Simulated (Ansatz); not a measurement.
The calculation used DFT PBE, scalar-relativistic, plane waves, PAW in Ansatz.

Plane waves to 420 eV, a k mesh through Γ of 15×15×8 on the computed 2-atom cell and Gaussian smearing (0.10 eV); no spin polarisation.

Structure with the computed forces (eV/Å) in the last three columns:

```xyz
2
Lattice="2.7310 0.0000 0.0000 -1.3655 2.3651 0.0000 0.0000 0.0000 4.4285" Properties=species:S:1:pos:R:3:forces:R:3 pbc="T T T" pressure_GPa=-3.34
Rh    1.3655    0.7884    3.3214   -0.0280   -0.1010   -0.3250
Rh   -0.0070    1.5497    1.0718    0.0280    0.1010    0.3250
```

Stress tensor (GPa, compression positive):

```
-2.45  0.08  0.04
 0.08 -3.10  0.14
 0.04  0.14 -4.47
```

This form isn't the element's structure at ambient conditions.